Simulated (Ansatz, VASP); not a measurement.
# Two plane-wave programs on CuO

The input INCAR:

```
SYSTEM = CuO
  PREC = Accurate
  ENCUT = 520
  EDIFF = 1E-6
  ISMEAR = -1
  SIGMA = 0.05
  LREAL = .FALSE.
  LASPH = .TRUE.
  NELM = 80
  ALGO = Normal
  ISIF = 2
  LWAVE = .FALSE.
  LCHARG = .FALSE.
  GGA = PE
  NBANDS = 25
```

File KPOINTS:

```
Automatic mesh
0
G
  9 9 5
  0 0 0
```

Contents of POSCAR:

```
CuO
1.0
    3.2435862200      0.0000000000      0.0000000000
   -1.6217931051      2.8090280613      0.0000000000
    0.0000000000      0.0000000000      5.3122453321
Cu O
2 2
Direct
    0.6666666667      0.3333333333      0.0000000000
    0.3333333333      0.6666666667      0.5000000000
    0.6666666667      0.3333333333      0.6252000000
    0.3333333333      0.6666666667      0.1252000000
```

The input input.yaml:

```yaml
crystal:
  lattice:
    - [3.24358622, 0.0, 0.0]
    - [-1.6217931051, 2.8090280613, 0.0]
    - [0.0, 0.0, 5.3122453321]
  atoms:
    - { symbol: Cu, position: [0.6666666667, 0.3333333333, 0.0] }
    - { symbol: Cu, position: [0.3333333333, 0.6666666667, 0.5] }
    - { symbol: O, position: [0.6666666667, 0.3333333333, 0.6252] }
    - { symbol: O, position: [0.3333333333, 0.6666666667, 0.1252] }
hamiltonian:
  xc: pbe
  pseudopotentials: { kind: paw }
kpoints:
  mp_grid: { grid: [9, 9, 5] }
scf:
  occupations: { method: fermi_dirac, width: 0.05 }
output:
  forces: true
  stress: true
  eigenvalues: true
```

Measurements of this composition are mostly on another form, of space group No. 15.

Alike in both runs: task single point; functional PBE; k mesh 9 × 9 × 5; occupations fermi-dirac, width 0.05 eV; no spin polarisation.

|  | VASP | Ansatz |
| --- | --- | --- |
| version | VASP 6.6.1 | Ansatz 0.2.0 |
| potentials or method | VASP PAW PBE potentials, release 64 (Cu, O) | Ansatz PAW |
| plane-wave cutoff (eV) | 520 | 420 |
| valence electrons in the cell | 34 | 50 |

|  | VASP | Ansatz | Ansatz less VASP |
| --- | --- | --- | --- |
| gap on the k mesh at the Fermi level (eV) | none | none | - |
| pressure (GPa) | -4.5 | -5.0 | -0.48 |
| largest component of the traceless stress (GPa) | 1.12 | 1.16 | +0.040 |
| rms of the force components (eV/Å) | 0.052 | 0.053 | +0.0013 |

Atom by atom the forces differ by 0.001 eV/Å (rms over components). A gap of «none» marks a metal or a gap that the smearing closes. The functional is the same, so the differences come from potentials, cutoffs and numerics. The two sets of potentials don't hold the same shells in valence.

Caveats: the run has no spin polarisation, though such a crystal can be magnetic; semilocal functionals often make such compounds metallic where correlation or magnetic order opens a gap, which also shifts bond lengths; the pressure holds a Pulay correction of +0.6 GPa for the finite cutoff (Ansatz).
